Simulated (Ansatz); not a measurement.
A computed series for CoPt: pressure series

The reference is CoPt (space group P4/mmm, No. 123; a = 2.695 Å, c = 3.724 Å; ferromagnetic).

Cell and atoms are relaxed at each pressure.

The values are results of PBE (Ansatz, a program for electronic structure, PAW, no spin-orbit coupling), not measurements.

```csv
P (GPa),V (Å³/atom)
-2.00,13.651
-1.00,13.586
0.90,13.468
2.10,13.396
4.50,13.260
9.00,13.026
15.00,12.747
22.50,12.440
30.00,12.169
```

A third-order Birch–Murnaghan fit to these points gives V₀ = 13.52 Å³/atom, B₀ = 219 GPa and B₀′ = 5.0. At pressure 30 GPa the volume is 90.0 % of V₀.

Other magnetic orders, which the real material may have, were not ruled out. Load acts through the strain it causes; cell and atoms are relaxed under it. Stability against distortions was not tested. Competing high-pressure phases were not computed.
